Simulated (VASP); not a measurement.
The system is SnSe2.

```xyz
3
Lattice="3.8110 0.0000 0.0000 -1.9055 3.3004 0.0000 0.0000 0.0000 6.1360" Properties=species:S:1:pos:R:3 pbc="T T T"
Sn    0.0000    0.0000    0.0000
Se    1.9055    1.1001    4.6081
Se    0.0000    2.2003    1.5279
```

```yaml
Program: VASP 6.6.1
Task: relaxation of cell and atoms
Functional: optPBE-vdW
Potentials_or_basis: VASP PAW PBE potentials, release 64 (Sn_d, Se)
Cutoff: 600 eV
k_mesh: 8 × 8 × 5
Occupations: fermi-dirac, width 0.05 eV
Spin: no spin polarisation
```

At the start: pressure 6.6 GPa; volume 25.73 Å³/atom.

How do energy, volume and symmetry change on relaxing?

Over 6 steps the energy falls by 50.7 meV/atom and the volume is 27.85 Å³/atom (+8.3 %); space group P-3m1 (No. 164, to 0.05 Å).

The path:
| step | energy change (eV) | largest force (eV/Å) | pressure (GPa) | volume (Å³) |
| --- | --- | --- | --- | --- |
| 1 | 0.0000 | 1.0245 | 6.60 | 77.18 |
| 2 | -0.0642 | 0.5934 | -3.69 | 89.63 |
| 3 | -0.1519 | 0.0093 | -0.09 | 83.80 |
| 4 | -0.1519 | 0.0262 | 0.01 | 83.67 |
| 5 | -0.1520 | 0.0175 | 0.03 | 83.62 |
| 6 | -0.1520 | 0.0073 | 0.04 | 83.56 |

Final structure:
```
Sn Se
1.0
     3.90457    0.00000    0.00000
    -1.95229    3.38146    0.00000
     0.00000    0.00000    6.32853
Sn Se
1 2
Direct
  0.00000 0.00000 0.00000
  0.66667 0.33333 0.74621
  0.33333 0.66667 0.25379
```

Caveat: the PAW data sets were made with another functional, which shifts forces and pressure a little.
